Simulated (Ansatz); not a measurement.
# HfN (F-43m) in Ansatz: further runs

Runs on HfN. Level: PBEsol. Tasks: band structure.

All numbers are computed with Ansatz 0.2.0; they aren't measurements. Logs are shortened: lines on timing, memory, paths and dates and some standing lists are left out, and cuts for length are marked.

## Step 1: The structure

Symmetry: F-43m, No. 216, cubic system. The conventional cell has a = 4.910 Å, b = 4.910 Å, c = 4.910 Å, α = 90.00°, β = 90.00°, γ = 90.00°. Around Hf (site symmetry -43m) lie 4 N at 2.13 Å. N (site symmetry -43m) has 4 Hf at 2.13 Å as nearest neighbours.

The cell comes from a database or a generator and needn't be the stable form of this composition.

## Step 2: Band structure, PBEsol, spin-orbit coupling, no magnetisation

input.yaml reads:

```yaml
crystal:
  lattice:
    - [0.0, 2.454822, 2.454822]
    - [2.454822, 0.0, 2.454822]
    - [2.454822, 2.454822, 0.0]
  atoms:
    - { symbol: Hf, position: [0.0, 0.0, 0.0] }
    - { symbol: "N", position: [0.25, 0.25, 0.25] }
kpoints:
  mp_grid: { grid: [7, 7, 7] }
  band_path:
    path:
      - [0.0, 0.0, 0.0]
      - [0.5, 0.0, 0.5]
      - [0.5, 0.25, 0.75]
      - [0.375, 0.375, 0.75]
      - [0.0, 0.0, 0.0]
      - [0.5, 0.5, 0.5]
      - [0.625, 0.25, 0.625]
      - [0.5, 0.25, 0.75]
    npoints: 12
scf:
  occupations: { method: fermi_dirac, width: 0.05 }
hamiltonian:
  xc: pbesol
  pseudopotentials: { kind: all_electron, lapw: { basis_error: 0.001 } }
magnetization:
  noncollinear: true
  spin_orbit: true
output:
  forces: true
  stress: true
  eigenvalues: true
```

Potentials or basis: all-electron LAPW, relativistic spinors.

Started as:

```bash
$ ansatz run input.yaml --threads 1 --pin off --max-ram 3072MiB --backend cpu --events-out ev --progress --plain --runs-dir out
```

The log of the run:

```text
Warning: RAYON_NUM_THREADS=1 ignored (pool sized by the plan → 1); use --threads N
LAPW: plane waves up to 10.147 Å⁻¹, error target 1.0e-3 eV per atom; Dirac's equation on spinors; N in spheres of 0.890 Å, 7 of its electrons in bands; Hf in spheres of 1.236 Å, 44 of its electrons in bands (how accurate: hamiltonian.pseudopotentials.lapw.basis_error, Limitations)
Engine: ansatz 0.2.0, x86_64-unknown-linux-gnu
Pseudopotentials: kind: all_electron
Pseudopotential: Hf, LAPW, valence charge 44, lapw/all_electron/dirac/gaussian/Hf, Dirac's equation, gaussian nucleus
Pseudopotential: N, LAPW, valence charge 7, lapw/all_electron/dirac/gaussian/N, Dirac's equation, gaussian nucleus
Functional definition: PBEsol
  exchange = pbesol_x
  correlation = pbesol_c
non-collinear run that drives no moment, with spin-orbit: no starting moment large enough to seed its density (crystal.atoms[].spin), no starting occupations that ask for one, no magnetisation constraint and no magnetic field, so the semilocal B_xc is pinned to zero
Crystal: 2 atoms, lattice volume = 29.586 Å³
Basis set: ecut = 392.2928482964523 eV, 531 PW (Γ), exchange–correlation at level 2
Bands: 62, of which v1, the nominal top of the filled ones, is band 51 counted from 1 (50 counted from 0)
Symmetry: 24 space group operations + 24 with time reversal
Magnetic group: BNS 216.75 (UNI 1577), of the structure as read, at distance tolerance 3.1e-5 Å
k-points: 20 of 343 (time reversal used)
Non-local potential: Hf, projectors of the file, none
Non-local potential: N, projectors of the file, none
Initial density: superposition of atomic densities (chi_scale 0.1, normalization cell, long waves kept (reshape's long-wave potential 0.00 eV rms))
Initial wavefunctions: plane waves of lowest kinetic energy (no species holds an atomic orbital)
Functional: x = pbesol(κ = 0.804, μ = 0.12345679012345678), c = pbesol(β = 0.046)
iter 1 solved again at ethr=1.36e-2 eV; its pass at ethr=1.00e-1 eV (dr2=6.93e0 eV) is discarded
SCF iter   1: F=—  HF=-412147.714518 eV  |F-HF|=—  |Δ(HF+E_count)|=         —  Δρ=1.31e-1  dr2=6.93e0  dr2_m=0.00e0 (ungated)  ethr=1.36e-2  |M|=0.00e0 ∫|m|=0.00e0 μB  β_m=0.30  ⟨swp⟩=2.0  Hψ=7514  notcnv=0
preconditioner: auto → Kerker (q_TF=auto, 2.987 Å⁻¹)  [metal: Δε(μ)=0.019 eV  Ē_g=18.620 eV  σ=0.050 eV  W_gap=0.10  n_scr=14 (ndim 8)  ℏωp=36.8 eV  f_vac=0.016  D(μ)=1.49/eV (n_scr^D=14)]
spin=Noncollinear: Kerker preconditioning applied to the charge; magnetization (m_x, m_y, m_z) channels mix plain (no charge-response kernel on spin).
SCF iter   2: F=—  HF=-412145.740498 eV  |F-HF|=—  |Δ(HF+E_count)|=    1.97e0  Δρ=6.77e-2  dr2=2.01e0  dr2_m=0.00e0 (ungated)  ethr=1.36e-2  |M|=0.00e0 ∫|m|=0.00e0 μB  β_m=0.37  ⟨swp⟩=2.0  Hψ=3450  notcnv=0
SCF iter   3: F=—  HF=-412145.327597 eV  |F-HF|=—  |Δ(HF+E_count)|=   4.13e-1  Δρ=3.29e-2  dr2=4.69e-1  dr2_m=0.00e0 (ungated)  ethr=3.95e-3  |M|=0.00e0 ∫|m|=0.00e0 μB  β_m=0.65  ⟨swp⟩=2.0  Hψ=3763  notcnv=0
iter 4 solved again at ethr=6.55e-5 eV; its pass at ethr=9.20e-4 eV (dr2=3.34e-2 eV) is discarded
SCF iter   4: F=—  HF=-412145.315520 eV  |F-HF|=—  |Δ(HF+E_count)|=         —  Δρ=9.26e-3  dr2=3.34e-2  dr2_m=0.00e0 (ungated)  ethr=6.55e-5  |M|=0.00e0 ∫|m|=0.00e0 μB  β_m=0.52  ⟨swp⟩=2.0  Hψ=6429  notcnv=0
the basis was enlarged: its passes take 6.6 MiB over the memory plan, 1 of 1 planned eigensolver slots
SCF iter   5: F=—  HF=-412145.240666 eV  |F-HF|=—  |Δ(HF+E_count)|=   7.49e-2  Δρ=3.95e-3  dr2=2.95e-3  dr2_m=0.00e0 (ungated)  ethr=6.55e-5  |M|=0.00e0 ∫|m|=0.00e0 μB  β_m=0.67  ⟨swp⟩=2.0  Hψ=3864  notcnv=0
SCF iter   6: F=—  HF=-412145.241968 eV  |F-HF|=—  |Δ(HF+E_count)|=   1.30e-3  Δρ=1.91e-3  dr2=8.28e-4  dr2_m=0.00e0 (ungated)  ethr=5.79e-6  |M|=0.00e0 ∫|m|=0.00e0 μB  β_m=0.83  ⟨swp⟩=2.1  Hψ=3692  notcnv=0
SCF iter   7: F=—  HF=-412145.242208 eV  |F-HF|=—  |Δ(HF+E_count)|=   2.40e-4  Δρ=5.81e-4  dr2=1.27e-4  dr2_m=0.00e0 (ungated)  ethr=1.62e-6  |M|=0.00e0 ∫|m|=0.00e0 μB  β_m=0.92  ⟨swp⟩=2.1  Hψ=3692  notcnv=0
SCF iter   8: F=—  HF=-412145.242237 eV  |F-HF|=—  |Δ(HF+E_count)|=   2.85e-5  Δρ=1.23e-4  dr2=6.80e-6  dr2_m=0.00e0 (ungated)  ethr=2.49e-7  |M|=0.00e0 ∫|m|=0.00e0 μB  β_m=0.96  ⟨swp⟩=3.0  Hψ=3805  notcnv=0
SCF iter   9: F=—  HF=-412145.242238 eV  |F-HF|=—  |Δ(HF+E_count)|=   1.69e-6  Δρ=4.55e-5  dr2=1.05e-6  dr2_m=0.00e0 (ungated)  ethr=1.33e-8  |M|=0.00e0 ∫|m|=0.00e0 μB  β_m=0.98  ⟨swp⟩=3.0  Hψ=3742  notcnv=0
SCF iter  10: F=—  HF=-412145.242238 eV  |F-HF|=—  |Δ(HF+E_count)|=   1.95e-7  Δρ=1.80e-5  dr2=1.17e-7  dr2_m=0.00e0 (ungated)  ethr=2.07e-9  |M|=0.00e0 ∫|m|=0.00e0 μB  β_m=0.99  ⟨swp⟩=2.1  Hψ=3692  notcnv=0
SCF iter  11: F=-412145.242238 eV  HF=-412145.242238 eV  |F-HF|=8.15e-9  |Δ(HF+E_count)|=   3.11e-8  Δρ=5.54e-6  dr2=9.88e-9  dr2_m=0.00e0 (ungated)  ethr=2.29e-10  |M|=0.00e0 ∫|m|=0.00e0 μB  ⟨swp⟩=2.0  Hψ=3686  notcnv=0
SCF 1 converged in 11 iterations: F = -412145.242238 eV  dr2 = 9.88e-9
NSCF: frozen V_eff on 85 k-points
SCF converged after 11 iterations
Magnetization: |M| = 0.0000 μB,  M = (+0.0000, +0.0000, +0.0000) μB
Absolute magnetization: 0.0000 μB (∫|m|)
  site 0: m = (+0.0000, +0.0000, +0.0000) μB, |m| = 0.0000 μB  (R = 1.24 Å)
  site 1: m = (+0.0000, +0.0000, +0.0000) μB, |m| = 0.0000 μB  (R = 0.89 Å)
Free energy (F): -412145.242238 eV
Harris-Foulkes:  -412145.242238 eV  (|F-HF|=8.15e-9)
Internal energy: -412145.237361 eV  (E = F + TS)
E sigma→0 (E₀):  -412145.239800 eV
Entropy (-TS):   -0.004877 eV (-2.438 meV/atom)
Fermi energy:    17.974622 eV
--- Per-component energies (eV) ---
  E_band       = -5670.040657
  E_kinetic    = 460623.913909
  E_xc         = -8490.512078
  E_electrostatic = -864278.639192  (all electrons and nuclei)
  E_smearing   = -0.004877  (= −TS)
  E_closure    = 0.000000  (closes the sum)
  E_atoms      = -412125.587149  (free atoms, spherical and without spin; not in F)
  Σ components = -412145.242238   (vs F -412145.242238, Δ=0.00e0)
  Basis errors (estimates in eV, not in F): energy 4.5e-4 per atom: plane waves 4.0e-4 (2.4e-4 summed), levels above the bands 7.2e-73, relativity 4.5e-8, radial functions 5.0e-5, core shells 9.1e-12; eigenvalues (radial functions only) 2.6e-6; not estimated: angular momenta, meshes, grids; target (lapw.basis_error) 1.0e-3; muffin-tin radii N 0.890 Å, Hf 1.236 Å
--- Forces (eV/Å), atoms counted from 1 ---
  atom   1  Hf     0.00000000    -0.00000000    -0.00000000
  atom   2  N     -0.00000000     0.00000000     0.00000000
  max |Σ_I F_I| component: 9.25e-17 eV/Å
--- Stress (GPa, compression-positive) ---
       -5.368522      -0.000000      -0.000000
       -0.000000      -5.368522      -0.000000
       -0.000000      -0.000000      -5.368522
  P = ⅓ Tr σ = -5.3685 GPa (-53.685 kbar)
--- Band table (eV; the first three rows and the last of 20) ---
  k-point 0: bands = ["-488.2573", "-488.2573", "-397.6369", "-397.6369", "-357.7453", "-357.7453", "-339.1427", "-339.1427", "-339.1427", "-339.1427", "-189.9652", "-189.9652", "-189.9652", "-189.9652", "-179.2561", "-179.2561", "-179.2561", "-179.2561", "-179.2429", "-179.2429", "-44.3994", "-44.3994", "-18.7046", "-18.7046", "-10.9077", "-10.9077", "-10.9077", "-10.9077", "1.7221", "1.7221", "4.7061", "4.7061", "4.7061", "4.7061", "4.7934", "4.7934", "6.4133", "6.4133", "6.4662", "6.4662", "6.4662", "6.4662", "6.5255", "6.5255", "12.4909", "12.4909", "12.4909", "12.4909", "12.5273", "12.5273", "17.2873", "17.2873", "20.1486", "20.1486", "20.1486", "20.1486", "24.4877", "24.4877", "24.4877", "24.4877", "24.7018", "24.7018"]
  k-point 1: bands = ["-488.2573", "-488.2573", "-397.6369", "-397.6369", "-357.7453", "-357.7453", "-339.1427", "-339.1427", "-339.1427", "-339.1427", "-189.9652", "-189.9652", "-189.9652", "-189.9652", "-179.2561", "-179.2561", "-179.2561", "-179.2561", "-179.2429", "-179.2429", "-44.3955", "-44.3955", "-18.7247", "-18.7247", "-10.9964", "-10.9964", "-10.9230", "-10.9230", "1.9533", "1.9533", "4.7009", "4.7075", "4.7075", "4.7108", "4.7946", "4.7946", "6.4175", "6.4175", "6.4551", "6.4642", "6.4642", "6.4710", "6.5284", "6.5284", "12.1245", "12.1245", "12.6272", "12.6462", "12.6579", "12.6579", "18.2654", "18.2654", "19.7918", "19.8699", "19.8699", "19.9796", "24.0578", "24.0578", "24.7275", "24.9945", "24.9945", "24.9984"]
  k-point 2: bands = ["-488.2573", "-488.2573", "-397.6369", "-397.6369", "-357.7453", "-357.7453", "-339.1427", "-339.1427", "-339.1427", "-339.1427", "-189.9652", "-189.9652", "-189.9652", "-189.9652", "-179.2561", "-179.2561", "-179.2561", "-179.2561", "-179.2429", "-179.2429", "-44.3867", "-44.3867", "-18.7702", "-18.7702", "-11.1861", "-11.1861", "-10.9572", "-10.9572", "2.4400", "2.4400", "4.6995", "4.7114", "4.7118", "4.7118", "4.7919", "4.7919", "6.4286", "6.4286", "6.4479", "6.4601", "6.4601", "6.4670", "6.5273", "6.5273", "11.8563", "11.8563", "12.8984", "12.9264", "12.9264", "12.9267", "19.6666", "19.6666", "19.7171", "19.7917", "19.7917", "19.9657", "23.2920", "23.2920", "24.5499", "24.6999", "24.6999", "24.8945"]
  k-point 19: bands = ["-488.2573", "-488.2573", "-397.6369", "-397.6369", "-357.7453", "-357.7453", "-339.1427", "-339.1427", "-339.1427", "-339.1427", "-189.9652", "-189.9652", "-189.9652", "-189.9652", "-179.2561", "-179.2561", "-179.2561", "-179.2561", "-179.2429", "-179.2429", "-44.3721", "-44.3721", "-18.8584", "-18.8254", "-11.4165", "-11.2468", "-11.1958", "-11.1398", "3.0551", "3.3758", "4.7023", "4.7058", "4.7147", "4.7270", "4.7406", "4.7965", "6.4182", "6.4399", "6.4539", "6.4550", "6.4613", "6.4659", "6.4869", "6.5090", "12.1416", "12.1678", "12.9491", "13.0595", "14.1039", "14.3758", "16.7369", "16.8867", "19.3629", "19.6262", "21.1229", "21.2964", "23.1882", "23.4710", "24.1230", "24.5986", "27.1452", "27.2665"]
```

Run time: 3.7 min. Hardware: 1 thread of Intel Xeon at 2.50GHz (Skylake/Cascade Lake), shared host; peak memory 0.55 GiB.

What came out:

- Free energy: -412145.2422 eV
- Pressure: -5.4 GPa
- Band gap along the path: none (metal or under the smearing width)

Levels at the corners of the path, in eV from the Fermi level:
| point | band 48 | band 49 | band 50 | band 51 | band 52 | band 53 | band 54 | band 55 | band 56 | band 57 |
| --- | --- | --- | --- | --- | --- | --- | --- | --- | --- | --- |
| Γ | -5.48 | -5.45 | -5.45 | -0.69 | -0.69 | 2.17 | 2.17 | 2.17 | 2.17 | 6.51 |
| X | -3.82 | -3.47 | -3.47 | -1.15 | -1.15 | 2.11 | 2.11 | 3.94 | 3.94 | 4.59 |
| W | -5.09 | -3.73 | -3.45 | -1.43 | -1.19 | 1.20 | 1.50 | 3.51 | 3.56 | 5.03 |
| K | -4.13 | -3.99 | -3.92 | -1.18 | -1.18 | 2.10 | 2.15 | 2.53 | 2.76 | 5.51 |
| Γ | -5.48 | -5.45 | -5.45 | -0.69 | -0.69 | 2.17 | 2.17 | 2.17 | 2.17 | 6.51 |
| L | -4.89 | -4.87 | -4.87 | 1.49 | 1.49 | 2.63 | 2.63 | 2.75 | 2.75 | 4.16 |
| U | -4.13 | -3.99 | -3.92 | -1.18 | -1.18 | 2.10 | 2.15 | 2.53 | 2.76 | 5.51 |
| W | -5.09 | -3.73 | -3.45 | -1.43 | -1.19 | 1.20 | 1.50 | 3.51 | 3.56 | 5.03 |

Caveat: the k mesh is thin for a metal, which can move the energy by tens of meV per atom.

## Step 3: Band structure, PBEsol (strain_shear_xy = 0)

Edit input.yaml of step 2 so:

```diff
@@ -9,3 +9,3 @@
 kpoints:
-  mp_grid: { grid: [7, 7, 7] }
+  mp_grid: { grid: [9, 9, 9] }
   band_path:
@@ -20,3 +20,3 @@
       - [0.5, 0.25, 0.75]
-    npoints: 12
+    npoints: 10
 scf:
@@ -26,5 +26,2 @@
   pseudopotentials: { kind: all_electron, lapw: { basis_error: 0.001 } }
-magnetization:
-  noncollinear: true
-  spin_orbit: true
 output:
```

Potentials or basis: all-electron LAPW, scalar-relativistic.

Started as:

```bash
$ ansatz run input.yaml --threads 1 --pin off --max-ram 3072MiB --backend cpu --events-out ev --progress --plain --runs-dir out
```

It took 59 s on 1 thread of Intel Xeon at 2.50GHz (Skylake/Cascade Lake), shared host; peak memory 0.34 GiB.

Results (log left out):

```
Free energy             : -411614.6068 eV
Pressure                : -5.0 GPa
Band gap along the path : none (metal or under the smearing width)
```

Levels at the corners of the path, in eV from the Fermi level:
```tsv
point	band 23	band 24	band 25	band 26	band 27	band 28	band 29	band 30
Γ	-5.45	-5.45	-5.45	-0.67	2.20	2.20	6.59	6.59
X	-6.91	-3.59	-3.59	-1.14	2.14	4.00	4.65	4.65
W	-5.66	-5.07	-3.55	-1.29	1.37	3.58	5.04	6.55
K	-6.19	-4.23	-3.97	-1.15	2.16	2.64	5.74	5.88
Γ	-5.45	-5.45	-5.45	-0.67	2.20	2.20	6.59	6.59
L	-5.73	-4.86	-4.86	1.55	2.70	2.70	4.20	5.25
U	-6.19	-4.23	-3.97	-1.15	2.16	2.64	5.74	5.88
W	-5.66	-5.07	-3.55	-1.29	1.37	3.58	5.04	6.55
```

Caveat: spin-orbit coupling is left out, which moves the levels of the heavy elements.

## Step 4: Band structure, PBEsol, 14.79 Å³/atom (strain_shear_xy = -0.04)

input.yaml reads:

```yaml
crystal:
  lattice:
    - [-0.04909644, 2.454822, 2.454822]
    - [2.454822, -0.04909644, 2.454822]
    - [2.40572556, 2.40572556, 0.0]
  atoms:
    - { symbol: Hf, position: [0.0, 0.0, 0.0] }
    - { symbol: "N", position: [0.25, 0.25, 0.25] }
kpoints:
  mp_grid: { grid: [9, 9, 9] }
  band_path:
    path:
      - [0.0, 0.0, 0.0]
      - [-0.37005, -0.37005, -0.7401]
      - [-0.49, -0.2501, -0.7401]
      - [-0.5, 0.0, -0.5]
      - [-0.25, 0.25, -0.5]
      - [0.0, 0.0, -0.5]
      - [0.37005, 0.37005, -0.2599]
      - [0.5, 0.5, 0.0]
    npoints: 10
scf:
  occupations: { method: fermi_dirac, width: 0.05 }
hamiltonian:
  xc: pbesol
  pseudopotentials: { kind: all_electron, lapw: { basis_error: 0.001 } }
output:
  forces: true
  stress: true
  eigenvalues: true
```

Started as:

```bash
$ ansatz run input.yaml --threads 1 --pin off --max-ram 3072MiB --backend cpu --events-out ev --progress --plain --runs-dir out
```

Wall time 3.2 min (1 thread of Intel Xeon at 2.50GHz (Skylake/Cascade Lake), shared host); peak memory 0.55 GiB.

It converged, with:

```yaml
Free_energy: -411614.5866 eV
Pressure: -4.7 GPa
Largest_force: 0.393 eV/Å
Band_gap_along_the_path: none (metal or under the smearing width)
```

Caveat: spin-orbit coupling is left out, which moves the levels of the heavy elements.

## Step 5: Band structure, PBEsol, 14.79 Å³/atom (strain_shear_xy = -0.02)

input.yaml reads:

```yaml
crystal:
  lattice:
    - [-0.02454822, 2.454822, 2.454822]
    - [2.454822, -0.02454822, 2.454822]
    - [2.43027378, 2.43027378, 0.0]
  atoms:
    - { symbol: Hf, position: [0.0, 0.0, 0.0] }
    - { symbol: "N", position: [0.25, 0.25, 0.25] }
kpoints:
  mp_grid: { grid: [9, 9, 9] }
  band_path:
    path:
      - [0.0, 0.0, 0.0]
      - [-0.3725125, -0.3725125, -0.745025]
      - [-0.495, -0.250025, -0.745025]
      - [-0.5, 0.0, -0.5]
      - [-0.25, 0.25, -0.5]
      - [0.0, 0.0, -0.5]
      - [0.3725125, 0.3725125, -0.254975]
      - [0.5, 0.5, 0.0]
    npoints: 10
scf:
  occupations: { method: fermi_dirac, width: 0.05 }
hamiltonian:
  xc: pbesol
  pseudopotentials: { kind: all_electron, lapw: { basis_error: 0.001 } }
output:
  forces: true
  stress: true
  eigenvalues: true
```

Started as:

```bash
$ ansatz run input.yaml --threads 1 --pin off --max-ram 3072MiB --backend cpu --events-out ev --progress --plain --runs-dir out
```

It took 2.7 min on 1 thread of Intel Xeon at 2.50GHz (Skylake/Cascade Lake), shared host; peak memory 0.55 GiB.

It converged, with:

```yaml
Free_energy: -411614.6018 eV
Pressure: -4.9 GPa
Largest_force: 0.196 eV/Å
Band_gap_along_the_path: none (metal or under the smearing width)
```

Caveat: spin-orbit coupling is left out, which moves the levels of the heavy elements.
